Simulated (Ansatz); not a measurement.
# AlN: a normal mode against strain

A grid of calculations on AlN (Fm-3m, No. 225; 4 atoms in the cell), to see where the energy is lowest and how it rises around there.

Computed with Ansatz 0.2.0 (DFT LDA, scalar-relativistic, plane waves, PAW, unless a step's input says otherwise).

7 further runs of the same task are left out: 7 set aside as unsound or not needed.

## Step 1: Starting point

The structure is cubic, space group Fm-3m (No. 225). The conventional cell has a = 4.011 Å, b = 4.011 Å, c = 4.011 Å, α = 90.00°, β = 90.00°, γ = 90.00°. Al (site symmetry m-3m) has 6 N at 2.01 Å as nearest neighbours. Around N (site symmetry m-3m) lie 6 Al at 2.01 Å.

Structure file:

```cif
data_structure
_symmetry_space_group_name_H-M 'Fm-3m'
_symmetry_Int_Tables_number 225
_cell_length_a 4.0110
_cell_length_b 4.0110
_cell_length_c 4.0110
_cell_angle_alpha 90.000
_cell_angle_beta 90.000
_cell_angle_gamma 90.000
_cell_volume 64.53
loop_
_atom_site_label
_atom_site_type_symbol
_atom_site_symmetry_multiplicity
_atom_site_Wyckoff_symbol
_atom_site_fract_x
_atom_site_fract_y
_atom_site_fract_z
_atom_site_occupancy
Al1 Al 4 b 0.50000 0.00000 0.00000 1
N1 N 4 a 0.00000 0.00000 0.00000 1
```

It goes back to an entry of the Materials Project, which need not be the stable form.

It is the result of an earlier relaxation at this level (volume 8.07 Å³/atom; gap on the mesh: 4.71 eV).

## Step 2: Plan of the scan

The energy is mapped over a normal mode and a strain (zone-centre modes of the cell shown, which folds in the wave vector (0, 1/2, 1/2) of the primitive cell) (x along [1 0 0], y along [0 1 0], z along [0 0 1] of the conventional cell).

- amplitude of mode 4 (334 cm⁻¹), largest displacement in the unstrained cell: 11 values from −0.112 to 0.112 Å
- equal normal strain along x, y and z: 7 values from −2.50 to 2.50 %

Nothing else is relaxed (the pattern is fixed in fractional coordinates). Energies count from the relaxed high-symmetry cell. Points are written as (first, second).

The modes come from a phonon run on the reference cell, made beforehand.

The patterns, per unit of each coordinate (Å):

```
atom     x1      y1     z1
 Al1  0.000   1.000  0.000
 Al2  0.000  -1.000  0.000
  N3  0.000  -0.410  0.000
  N4  0.000   0.410  0.000
```

## Step 3: Grid point (−0.067 Å, −0.83 %)

Contents of input.yaml:

```yaml
crystal:
  lattice:
    - [0.0, -1.9888743075, -1.9888743075]
    - [0.0, 1.9888743075, -1.9888743075]
    - [3.9777486148, 0.0, 0.0]
  atoms:
    - { symbol: Al, position: [0.5167537586, 0.4832462414, 0.0] }
    - { symbol: Al, position: [-0.0167537586, 0.0167537586, 0.5] }
    - { symbol: "N", position: [0.4931383696, 0.5068616304, 0.5] }
    - { symbol: "N", position: [0.0068616304, 0.9931383696, 0.0] }
basis:
  ecutwfc: 520.0
kpoints:
  mp_grid: { grid: [8, 8, 6] }
hamiltonian:
  xc: lda
scf:
  occupations: { method: gaussian, width: 0.05 }
output:
  forces: true
  stress: true
  eigenvalues: true
```

On the command line:

```bash
ansatz run input.yaml --threads 1 --pin off --max-ram 2048MiB --backend cpu --events-out ev --progress --plain --runs-dir out
```

The session goes on with these runs: the other points that were computed.

Before running it: what results should come out? Wanted: lowest point; highest computed point; largest force on an atom.

**Answer**, as computed:

```
                       quantity                                                                                value
                   lowest point                                                             (0.000 Å, 0.00 %), 0 meV
         highest computed point                                        (−0.112 Å, −2.50 %), 340 meV above the lowest
largest force on an atom (eV/Å)  0.00 at (0.000 Å, −2.50 %) to 1.55 at (−0.112 Å, −2.50 %); 0.00 at the lowest point
            time for all points                                                     3.4 min on 1 thread, shared host
```

In words: The lowest computed point is at (0.000 Å, 0.00 %), which is the relaxed high-symmetry cell itself. No other kind of well shows on this grid. The highest computed point, (−0.112 Å, −2.50 %), lies 340 meV above the lowest. Round the minimum the two coordinates are nearly uncoupled. With the other coordinates free, the energies away from the reference would be the same or lower.
